## Question

Molybdenum disulfide is a solid lubricant because its S-Mo-S layers hold each other only weakly. The table follows its energy $E$ and pressure $P$ as the volume $V$ is changed. The cell keeps its shape and the atoms keep their fractional positions, so every length in the crystal is scaled by the same factor.

Quantum ESPRESSO 7.5 calculations for MoS2 (P6_3/mmc, 6-atom cell) with PBE, no dispersion correction, no spin polarisation and SG15 PBE 1.2 norm-conserving pseudopotentials. The wavefunction cutoff is 952.4 eV, the k mesh 10×10×3 and the Fermi-Dirac smearing 0.05 eV. Energies are counted from the minimum of the fitted equation of state.

```csv
volume (Å³/atom),energy (meV/atom),pressure (GPa)
16.79,50.66,12.930
17.15,26.23,8.950
17.51,10.24,5.370
17.86,1.81,2.150
18.22,0.19,-0.740
18.58,4.70,-3.340
18.94,14.70,-5.680
```

(a) The energy at the smallest volume is several times that at the largest. How much of this is a real difference between squeezing and stretching?

(b) Why does the crystal become stiffer as it is squeezed?

(c) The bulk modulus comes out at 143 GPa, high for a crystal with such weak contacts between its layers. Where does this stiffness come from, and may it be used to predict how MoS2 shrinks under pressure?

## Model answer

Two rough sizes are worth keeping. When the whole crystal is scaled down so that its bonds shorten by one per cent, its stiffness rises by more than ten per cent. And a volume loss that costs every length a few per cent when all are scaled together would take some fifteen per cent of the gap between layers if the gap had to supply it alone.

**(a)** The two ends of the table are not equally far from the minimum, which lies at 18.13 Å³/atom according to the equation of state fitted to the seven energies. The smallest volume is about 1.3 Å³/atom away from it, the largest only about 0.8. Near a minimum the energy grows as the square of this distance, and that alone makes the inner end 2.8 times as costly as the outer one. The full ratio is 3.4, so a factor of about 1.2 remains as true asymmetry. Most of the lopsided look of the energies thus comes from where the volumes lie.

**(b)** The asymmetry that remains is a steady loss of stiffness on the way out. It shows most clearly in the local modulus $B=-V\,\Delta P/\Delta V$, the pressure needed per relative change of volume, taken between neighbouring rows. It falls at every step, from 189 GPa at the compressed end to 123 GPa at the stretched end. No row breaks the pattern, and nothing in the curve hints at a change of electronic state.

Between the midpoints of the first and the last step the Mo-S bonds lengthen by only 3.4 per cent, so the stiffness depends on length very steeply, roughly as its inverse thirteenth power. Theory explains this by the different reach of two forces. Bonding attraction changes gently with distance, whereas the Pauli repulsion between overlapping filled shells rises sharply as atoms approach. At the minimum the two forces balance, but stiffness measures how fast the forces change, and there the steeper one dominates. Squeezing strengthens this part most, and stretching lets it fade fastest.

**(c)** The stiffness comes from the way the crystal is compressed. A layered crystal has two main ways to lose volume: it can close the gaps between its layers, or it can shorten the strong bonds within them. Uniform scaling forces it to do both in equal proportion.

A little geometry shows how different the first way alone would be. In the given cell the Mo-S distance is $r=2.408$ Å and the edge of the hexagonal base is $a=3.169$ Å. Each sulfur sits above the centre of a triangle of molybdenum atoms, so the two sulfur planes of one layer are

$$t=2\sqrt{r^2-a^2/3}\approx 3.13\ \text{Å}$$

apart. The gap to the next layer is 3.03 Å, so that layer and gap share the height of the cell almost equally.

Now let the crystal go from its minimum to the smallest volume, a loss of 7.4 per cent. At the minimum one layer and one gap together measure $12.39/2\approx 6.2$ Å. If the layers stayed as they are, the gap would have to give up $0.074\times 6.2\approx 0.46$ Å, about 15 per cent of its width, and no Mo-S bond would change. In the calculation every length shrinks by 2.5 per cent instead, strong bonds included.

The gap is the cheaper place to save volume, because only filled sulfur shells face each other across it, with no covalent bonds to compress. A real crystal under pressure therefore closes mainly its gaps. Its bulk modulus is expected to lie well below the value found here, though this run does not compute it. The 143 GPa describes uniform scaling and would make MoS2 look far too hard to compress.

## Remarks on the reasoning

**Energies need a common yardstick.** A good answer to (a) divides out the distance from the minimum before it speaks of asymmetry. Pressure steps are a safer guide, because the volumes are evenly spaced and the position of the minimum drops out. The printed analysis after this text lists the bond lengths and local moduli for each step.

**The gap estimate is geometry, not a prediction.** It shows what the cheap way would demand, not how the crystal would share the strain. A real crystal also shrinks a little within its layers, so its gap closes by less than the estimate for the same loss of volume. That the strong bonds carry most of the stiffness is likewise argued from bonding. The contacts between sulfur atoms and between molybdenum atoms are squeezed as well, and the energies contain all these contributions together.

**Freedom softens.** Suppose the crystal at the minimum were already relaxed in cell shape and sulfur height, which this run does not test, and a second series let both adjust at each volume. Its energies would be equal at the minimum and equal or lower elsewhere, so its curve would be at least as soft there. It should also stiffen faster under pressure, since the soft gap closes first and leaves the hard layers to resist. The same thinking applies to graphite: before using a modulus, ask which contacts were allowed to give way.

**A good volume can hide a poor gap.** The minimum lies only 1.5 per cent above the given volume. If the given cell is a measured one, this looks like a success for the functional. But the strong bonds largely fix that volume, and the frozen shape drags the gap along with them. PBE without a dispersion correction hardly binds such layers, and with a free shape it can be expected to let them drift too far apart. The small expansion is therefore no evidence that the attraction between layers is well described.

Output of the analysis:

```
Each row:
    row  Mo-S length in A  change of every length from the minimum in per cent  energy over squared volume distance in meV atom/A^6
  16.79             2.359                                               -2.526                                                28.23
  17.15             2.375                                                -1.84                                                27.18
  17.51             2.392                                               -1.163                                                 26.2
  17.86             2.408                                              -0.4949                                                25.23
  18.22             2.424                                               0.1641                                                23.76
  18.58              2.44                                               0.8145                                                23.56
  18.94             2.455                                                1.457                                                22.74
Step ending in each row:
    row  mean Mo-S length in A  pressure drop in GPa  local modulus in GPa
  17.15                  2.367                  3.98                   189
  17.51                  2.384                  3.58                 173.6
  17.86                    2.4                  3.22                 159.4
  18.22                  2.416                  2.89                 145.9
  18.58                  2.432                   2.6                 133.9
  18.94                  2.447                  2.34                 122.8
Largest local modulus over smallest: 1.539
Per cent fall of modulus for one per cent longer bonds (mean power): 12.92
Energy at smallest volume over energy at largest volume: 3.446
Part of that ratio due to squared distance from the minimum: 2.777
Remaining factor due to stiffening: 1.241
Thickness of S-Mo-S layer between sulfur planes in given cell (A): 3.131
Gap between sulfur planes of neighbouring layers in given cell (A): 3.031
Edge a at the fitted minimum (A): 3.185
Edge c at the fitted minimum (A): 12.39
Volume loss from minimum to smallest volume (per cent): 7.389
Gap closing needed if the gap alone took this loss (A): 0.4576
The same as share of the gap (per cent): 15.02
Largest mismatch of energy step and pressure work (meV/atom): 0.05715
```
